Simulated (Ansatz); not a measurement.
Something may be wrong with this Ansatz 0.2.0 calculation of Ca.

File input.yaml:

```yaml
crystal:
  lattice:
    - [0.0, 2.7942, 2.7942]
    - [2.7942, 0.0, 2.7942]
    - [2.7942, 2.7942, 0.0]
  atoms:
    - { symbol: Ca, position: [0.0, 0.0, 0.0] }
hamiltonian:
  xc: pbesol
  pseudopotentials: { kind: paw }
kpoints:
  mp_grid: { grid: [8, 8, 8] }
scf:
  occupations: { method: fermi_dirac, width: 0.05 }
  max_iter: 100
output:
  forces: true
  stress: true
  eigenvalues: true
relax:
  f_tol: 0.01
  max_steps: 40
  cell: { stress_tol: 0.05 }
basis:
  ecutwfc: "80 eV"
```

Potentials or basis: Ansatz PAW.

Launch:

```console
$ ansatz run input.yaml --threads 2 --pin off --max-ram 5632MiB --backend cpu --events-out ev --progress --plain --runs-dir out
```

Output:

```text
Warning: basis.ecutwfc = 80 eV is below the records' recommended 420 eV, and the density's cutoff is lower with it unless basis.ecutrho_ratio is high enough to keep the records' density cutoff: compare with a run at a higher cutoff
Warning: RAYON_NUM_THREADS=2 ignored (pool sized by the plan → 2); use --threads N
The last accepted step is kept in <dir> (removed where the run ends without a failure and the disk answers)
Engine: ansatz 0.2.0, aarch64-unknown-linux-gnu
Pseudopotentials: kind: paw
Pseudopotential: Ca, paw, valence charge 10, recommended cutoff 420 eV (normal), Ca.paw.azcp
Functional definition: PBEsol
  exchange = pbesol_x
  correlation = pbesol_c
Crystal: 1 atoms, lattice volume = 43.632 Å³
Basis set: ecut = 80 eV, 65 PW (Γ), exchange–correlation on 24×24×24 points (8 copies of the dense FFT grid, shifted against one another)
Bands: 9, of which v1, the nominal top of the filled ones, is band 5 counted from 1 (4 counted from 0)
Symmetry: 48 space group operations
Space group: Fm-3m (ITA 225), of the structure as read, at distance tolerance 3.5e-5 Å
k-points: 29 of 512
Non-local potential: Ca, projectors of the file, l = 0: 3, l = 1: 2, l = 2: 2
PAW form: soft (Blöchl's): semilocal exchange-correlation on the pseudo side does not see the compensation charge
[... 304 lines left out ...]
  E_vxc        = -163.968986  (∫ρ·V_xc dr)
  E_paw        = -799.617398  (= ΣΔE_a)
  E_vpaw       = -19.097289  (= ΣTr[D̂ρ^β])
  E_aug_tail   = 0.000336  (compensation charges beyond the density's cutoff)
  E_ewald      = -623.366440
  E_core_change = 0.118794  (= ΣΔE_core)
  E_smearing   = -0.003987  (= −TS)
  E_closure    = 0.000000  (closes the sum)
  Σ components = -1715.199907   (vs F -1715.199907, Δ=0.00e0)
--- Forces (eV/Å), atoms counted from 1 ---
  atom   1  Ca     0.00000000     0.00000000     0.00000000
  max |Σ_I F_I| component: 3.60e-33 eV/Å
--- Stress (GPa, compression-positive) ---
       -0.021281      -0.000000      -0.000000
        0.000000      -0.021281      -0.000000
       -0.000000       0.000000      -0.021281
  P = ⅓ Tr σ = -0.0213 GPa (-0.213 kbar)
[... 5 lines left out ...]
--- Relaxed structure (19 steps of the walk, 18 accepted, 8 SCFs on fresh bases) ---
  F+E_penalty+E_count = -1715.19990682 eV   max|allowed force component| = 0.000e0 eV/Å   (the final SCF, on the basis selected at the relaxed cell)
  cell:  # Å, volume = 37.1239 Å³
    - [-1.506717011262282e-32, 2.647735913165984, 2.647735913165984]
    - [2.647735913165984, -5.569484696544388e-33, 2.647735913165984]
    - [2.647735913165984, 2.647735913165984, -1.0441531908035281e-33]
  atoms:
    - { symbol: Ca, position: [0.0, 0.0, 0.0] }
```

Q: Diagnose the run.

A: The calculation finished and met its thresholds. The input holds a flaw that was put in on purpose: a cutoff far too low (basis.ecutwfc = 80 eV). The program doesn't stop on it, so the numbers can't be trusted though the run ends normally.

A sound run on the same cell differs in these lines of the main input:
```diff
@@ -15 +14,0 @@
-  max_iter: 100
@@ -24,2 +22,0 @@
-basis:
-  ecutwfc: "80 eV"
```
